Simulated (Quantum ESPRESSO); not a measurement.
**Al: phonon spectrum and thermodynamics under several settings**

```xyz
2
Lattice="2.8125 0.0000 0.0000 -1.4062 2.4357 0.0000 0.0000 0.0000 4.8669" Properties=species:S:1:pos:R:3 pbc="T T T"
Al    0.0000    1.6238    1.2167
Al    1.4062    0.8119    3.6501
```

This isn't the form of Al at room conditions, which is fcc.

All runs used Quantum ESPRESSO 7.5; k mesh 8 × 8 × 4; relaxed cell; no spin polarisation; cutoff 612 eV; occupations cold, width 0.2 eV; q mesh 2 × 2 × 2.

| level | potentials | volume (Å³/atom) | highest frequency (cm⁻¹) | zero-point energy (meV/atom) | entropy at room temperature (k_B/atom) |
| --- | --- | --- | --- | --- | --- |
| LDA | GBRV 1.5 LDA | ? | ? | ? | ? |
| PBE | GBRV 1.5 PBE | 16.68 | 344 | 35.2 | 3.64 |
| PBEsol | GBRV 1.5 PBEsol | 16.35 | 354 | 36.8 | 3.51 |

Problem. What stands in the row left open?

Solution. Volume 15.99 Å³/atom; highest frequency 356 cm⁻¹; zero-point energy 36.5 meV/atom; entropy at room temperature 3.54 k_B/atom.

Caveats: the mesh is thin for the phonons of a metal.

For the row left open. Caveat: the k mesh is coarse; the mesh is thin for the phonons of a metal; the q mesh is small, so phonon branches between its points and thermal values are rough.
